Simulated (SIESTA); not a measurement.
Crystal: CuO (Tenorite).

```
Cu O
1.0
     2.34185   -1.71130    0.00000
     2.34185    1.71130    0.00000
    -0.85003    0.00000    5.05787
Cu O
2 2
Direct
  0.50000 0.00000 0.50000
  0.00000 0.50000 0.00000
  0.41840 0.58160 0.75000
  0.58160 0.41840 0.25000
```

Base run:

```yaml
Program: SIESTA 5.4.2
Functional: PBE
Potentials_or_basis: PseudoDojo 0.4 standard (PBE files)
Basis: SZ (energy shift 0.002 Ry)
Grid_cutoff: 800 Ry
Energy_shift: 0.002 Ry
k_mesh: 10 × 10 × 5
Occupations: fermi-dirac, width 0.05 eV
Spin: no spin polarisation
```

Its results: band gap on the k mesh none (metal or under the smearing width); pressure 16.9 GPa; largest force 0.034 eV/Å.

Question: The run is repeated on the same cell with these changes: basis from SZ (energy shift 0.002 Ry) to DZ (energy shift 0.01 Ry); energy shift from 0.002 Ry to 0.01 Ry. What comes out?

Answer: Band gap on the k mesh none (metal or under the smearing width); pressure -7.0 GPa; largest force 0.214 eV/Å.

Caveats: the basis has no polarisation orbitals; the basis of atomic orbitals isn't converged, which shifts pressures, moduli and gaps; the run has no spin polarisation, though such a crystal can be magnetic; semilocal functionals often make such compounds metallic where correlation or magnetic order opens a gap, which also shifts bond lengths; short orbitals over semicore shells can move pressures by several GPa (some runs); so large a pressure means that the cell lies far from this level's equilibrium, or that cutoff or potentials fall short (some runs); semicore shells carry a single zeta, which can move pressures by several GPa and volumes by a few percent (some runs).
